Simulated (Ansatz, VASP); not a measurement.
Ba in VASP and in Ansatz

File INCAR:

```
PREC     = Accurate       # precision mode
ENCUT    = 520            # plane-wave cutoff, eV
EDIFF    = 1E-6           # SCF threshold, eV
ISMEAR   = 0              # smearing method
SIGMA    = 0.15           # smearing width, eV
LREAL    = F              # projectors in reciprocal space
LASPH    = T              # aspherical terms in the spheres
NELM     = 60             # most SCF steps
ALGO     = Fast           # electronic algorithm
ISIF     = 2              # what is computed and relaxed
LWAVE    = F              # write WAVECAR
LCHARG   = F              # write CHGCAR
GGA      = PS             # functional
NBANDS   = 11             # bands
```

The input KPOINTS:

```
Automatic mesh
0
Gamma
  14 14 14
```

The input POSCAR:

```
Ba
1.0
    3.9324942470      0.2457808904      0.2457808904
    0.2457808904      3.9324942470      0.2457808904
    0.2457808904      0.2457808904      3.9324942470
Ba
1
Direct
    0.0000000000      0.0000000000      0.0000000000
```

Input for Ansatz:

```yaml
crystal:
  lattice:
    - [3.932494247, 0.2457808904, 0.2457808904]
    - [0.2457808904, 3.932494247, 0.2457808904]
    - [0.2457808904, 0.2457808904, 3.932494247]
  atoms:
    - { symbol: Ba, position: [0.0, 0.0, 0.0] }
basis:
  ecutwfc: 420
kpoints:
  mp_grid: { grid: [14, 14, 14] }
hamiltonian:
  xc: pbesol
scf:
  occupations: { method: gaussian, width: 0.15 }
output:
  forces: true
  stress: true
  eigenvalues: true
```

Alike in both runs: task single point; functional PBEsol; k mesh 14 × 14 × 14; occupations gaussian, width 0.15 eV; no spin polarisation.

|  | VASP | Ansatz |
| --- | --- | --- |
| version | VASP 6.6.1 | Ansatz 0.2.0 |
| potentials or method | VASP PAW PBE potentials, release 64 (Ba_sv) | scalar-relativistic, plane waves, PAW |
| plane-wave cutoff (eV) | 520 | 420 |
| valence electrons in the cell | 10 | 10 |

|  | VASP | Ansatz | Ansatz less VASP |
| --- | --- | --- | --- |
| gap on the k mesh at the Fermi level (eV) | none | none | - |
| pressure (GPa) | -0.3 | -0.4 | -0.12 |
| largest component of the traceless stress (GPa) | 0.48 | 0.47 | -0.014 |

A gap of «none» marks a metal or a gap that the smearing closes. The functional is the same, so the differences come from potentials, cutoffs and numerics.

Caveats: the PAW data sets were made with another functional, which shifts forces and pressure a little (VASP). Spin-orbit coupling is left out, which matters for the levels of Ba.
